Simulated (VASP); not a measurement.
## A VASP 6.6.1 single-point calculation on KCl

INCAR

```
NELM = 58
LMAXMIX = 6
LASPH = .TRUE.
NBANDS = 15
LCHARG = .FALSE.
LREAL = .TRUE.
IBRION = -1
GGA = PE
NSW = 0
LWAVE = .FALSE.
ISMEAR = -1
EDIFF = 1E-7
SIGMA = 0.02
ISIF = 2
PREC = Accurate
ENCUT = 800
```

KPOINTS

```
KPOINTS created by Atomic Simulation Environment
0
Gamma
8 8 8
0 0 0
```

POSCAR

```
K  Cl
 1.0000000000000000
     3.5652625018999999    0.0000000000000000    0.0000000000000000
     0.0000000000000000    3.5652625018999999    0.0000000000000000
     0.0000000000000000    0.0000000000000000    3.8466665134000002
 K   Cl
   1   1
Cartesian
  0.0000000000000000  0.0000000000000000  0.0000000000000000
  1.7826312509499997  1.7826312509499997  1.9233332567000005
```

The recommended PBE PAW datasets give the neutral cell 16 valence electrons.

Command

```
mpirun -np 1 vasp_std
```

Task: Predict the outcome of this run.

Result: It converged. Results: gap between bands v and c on the k mesh 5.19 eV; least direct gap on the k mesh 5.40 eV; pressure 3.5 GPa. Band v is the last that the valence electrons fill when counted band by band, and c is the next.

OSZICAR

```
N       E                     dE             d eps       ncg     rms          rms(c)
DAV:   1     0.133385813417E+03    0.13339E+03   -0.95006E+03  2250   0.139E+03
DAV:   2     0.102978782493E+01   -0.13236E+03   -0.11854E+03  2792   0.288E+02
DAV:   3    -0.655478255500E+01   -0.75846E+01   -0.75266E+01  3148   0.614E+01
DAV:   4    -0.682975980122E+01   -0.27498E+00   -0.27489E+00  3295   0.102E+01
DAV:   5    -0.683203597421E+01   -0.22762E-02   -0.22761E-02  3218   0.103E+00    0.356E+00
DAV:   6    -0.657164149760E+01    0.26039E+00   -0.27030E-01  2747   0.336E+00    0.299E+00
DAV:   7    -0.653958516742E+01    0.32056E-01   -0.91385E-02  2943   0.211E+00    0.172E+00
DAV:   8    -0.654154111286E+01   -0.19559E-02   -0.16459E-02  3147   0.104E+00    0.192E-01
DAV:   9    -0.654153918452E+01    0.19283E-05   -0.65573E-04  3028   0.187E-01    0.937E-02
DAV:  10    -0.654173674126E+01   -0.19756E-03   -0.28210E-04  2509   0.139E-01    0.241E-02
DAV:  11    -0.654173524733E+01    0.14939E-05   -0.72693E-06  3323   0.198E-02    0.997E-03
DAV:  12    -0.654173463186E+01    0.61547E-06   -0.22645E-06  2502   0.129E-02    0.199E-03
DAV:  13    -0.654173464345E+01   -0.11587E-07   -0.63193E-08  2667   0.262E-03
   1 F= -.65417346E+01 E0= -.65417346E+01  d E =-.950293E-12
```

Standard output (part)

```
POSCAR found type information on POSCAR K Cl
 POSCAR found :  2 types and       2 ions
|     You have a (more or less) 'small supercell' and for smaller cells       |
|     it is recommended to use the reciprocal-space projection scheme!        |
|     The real-space optimization is not efficient for small cells and it     |
|     is also less accurate ...                                               |
|     Therefore, set LREAL=.FALSE. in the INCAR file.                         |
|     The real-space projection scheme for the treatment of the non-local     |
|     real-space optimization of all non-local projectors! BE WARNED that     |
|     a calculation using the real-space projection scheme together with      |
|     non-local projectors which were not real-space optimized (according     |
|     to the plane-wave cutoff used in this calculation) might give more      |
|     or less inaccurate results. I hope you know what you are doing.         |
 LDA part: xc-table for (Slater+PW92), standard interpolation
 POSCAR, INCAR and KPOINTS ok, starting setup
 WAVECAR not read
 entering main loop
```

For comparison, a separate PBE run of the intended cell, on usual settings and not on those above, gives a gap of 5.19 eV on its mesh and a pressure of 3.8 GPa.
